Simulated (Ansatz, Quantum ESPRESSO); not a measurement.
# Ti2C: programs and potentials compared

```
Ti C
1.0
     1.54070    0.88952    4.81377
    -1.54070    0.88952    4.81377
     0.00000   -1.77905    4.81377
Ti C
2 1
Direct
  0.75450 0.75450 0.75450
  0.24550 0.24550 0.24550
  0.50000 0.50000 0.50000
```

The cell comes from a database or a generator and needn't be the stable form of this composition.

Alike in all runs: task band structure; functional LDA; k mesh 10 × 10 × 10; occupations fermi-dirac, width 0.05 eV; no spin polarisation; no spin-orbit coupling. LDA stands for any of its common fits. Pressure is positive in compression and, in plane waves, holds the error of the finite cutoff, which Ansatz's Pulay term estimates and takes out.

```csv
program and potentials,plane-wave cutoff (eV),notes,pressure (GPa),largest force (eV/Å)
"Ansatz, Ansatz PAW",420,"potentials made for PBE, which Ansatz adapts in part; Pulay term of +0.19 GPa included",-9.25,0.377
"Quantum ESPRESSO, GBRV 1.5 LDA",612,-,-9.10,0.354
"Ansatz, all-electron LAPW, scalar-relativistic",-,-,-9.19,0.369
```

Force on atom 1 (Ti), eV/Å:

```csv
program and potentials,x,y,z
"Ansatz, Ansatz PAW",0.000,0.000,0.377
"Quantum ESPRESSO, GBRV 1.5 LDA",0.000,0.000,0.354
"Ansatz, all-electron LAPW, scalar-relativistic",0.000,0.000,0.369
```

The pressure spans -9.25 (Ansatz, Ansatz PAW) to -9.10 GPa (Quantum ESPRESSO, GBRV 1.5 LDA), with all-electron results at -9.19.

Differences between rows come from potentials, basis sets and numerical settings, since the functional is the same but for its coding. Runs on potential files found faulty are left out.
